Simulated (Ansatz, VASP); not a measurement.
## C in VASP and in Ansatz

```xyz
4
Lattice="2.4700 0.0000 0.0000 -1.2350 2.1391 0.0000 0.0000 0.0000 6.7900" Properties=species:S:1:pos:R:3 pbc="T T T"
C     0.0000    0.0000    0.0000
C     0.0000    0.0000    3.3950
C     0.0000    1.4261    0.0340
C     1.2350    0.7130    3.4289
```

This is a stacking variant of graphite.

Alike in both runs: task single point; functional PBE; k mesh 6 × 6 × 2; no spin polarisation.

|  | VASP | Ansatz |
| --- | --- | --- |
| version | VASP 6.6.1 | Ansatz 0.2.0 |
| potentials or method | VASP PAW PBE potentials, release 64 (C) | plane waves, PAW |
| plane-wave cutoff (eV) | 520 | 420 |
| occupations | methfessel-paxton of order 1, width 0.05 eV | cold, width 0.05 eV |
| valence electrons in the cell | 16 | 16 |

VASP gave:

| Item | Value |
| --- | --- |
| pressure (GPa) | 0.3 |
| largest component of the traceless stress (GPa) | 2.17 |
| rms of the force components (eV/Å) | 0.325 |

**Question.** What did Ansatz give for the same quantities?

**Answer.** Pressure (GPa): -0.2; largest component of the traceless stress (GPa): 2.67; rms of the force components (eV/Å): 0.326.

Atom by atom the forces differ by 0.001 eV/Å (rms over components).

Caveats: the k mesh is coarse (spacing up to 0.49 Å⁻¹), so the values aren't converged; this functional lacks dispersion, which binds the layers, so the pressure and a relaxed spacing across them are unreliable.
